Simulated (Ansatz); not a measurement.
# CsBr under a change: biaxial strain +1.34 %, plane normal [110], relaxed out of plane

Consider CsBr in the CsCl type structure (space group Pm-3m, No. 221; a = 4.242 Å). Axes: x, y, z lie along the cube axes.

The change: tensile biaxial strain of 1.34 % in the plane normal to [110], as in epitaxy on a mismatched substrate; the out-of-plane cell vector and the atoms relax.

Calculations: PBEsol in Ansatz (plane waves to 420 eV, PAW, no spin-orbit coupling). Settings: 8×8×8 k-points, 0.05 eV Fermi–Dirac smearing.

The volume per atom rises by 0.66 Å³, from 38.17 Å³ to 38.83 Å³ and the space group becomes Cmmm (No. 65) (base: Pm-3m (No. 221)). The shortest interatomic distance shrinks by 0.0062 Å (3.674 Å → 3.667 Å) and the energy rises by 1.2 meV/atom. The pressure (mean of the normal stresses, compression positive) goes from zero to -0.25 GPa and the band gap decreases by 0.09 eV to 4.36 eV. The gap character is still direct at Γ and the electron mass becomes 0.30 mₑ (at Γ) (base: 0.29 mₑ (at Γ)). The valence-band top at Γ (three highest levels, from the VBM) becomes 0.00, -0.01, -0.05 eV (base: 0.00, 0.00, 0.00 eV) and the valley order (the lowest conduction-band minima on the path, energy above the VBM, named in the base's zone) becomes Γ 4.36 eV; M along [101] 5.13 eV; M along [110] 5.15 eV (base: Γ 4.45 eV; M along ⟨110⟩ 5.16 eV). The out-of-plane strain comes out as -0.93 % and the ratio −ε⊥/ε∥ is 0.70.

Final structure (turned so that z lies along the plane normal):

```yaml
crystal:
  lattice:
    - [4.29888, 0.00000, 0.00000]
    - [0.00000, 6.07953, 0.00000]
    - [0.00000, 3.03976, 2.97161]
  atoms:
    - { symbol: Cs, position: [0.00000, 0.00000, 0.00000] }
    - { symbol: Br, position: [0.50000, 0.50000, 0.00000] }
```

Cost of the whole job for the changed cell (relaxation, final SCF and bands): around 30 core-seconds (rough).

Masses are band curvatures over ±0.01 Å⁻¹ around the edge. Whether these cells are dynamically stable was not tested. k-point labels follow each cell's own Brillouin zone.

Ansatz is a first-principles code.
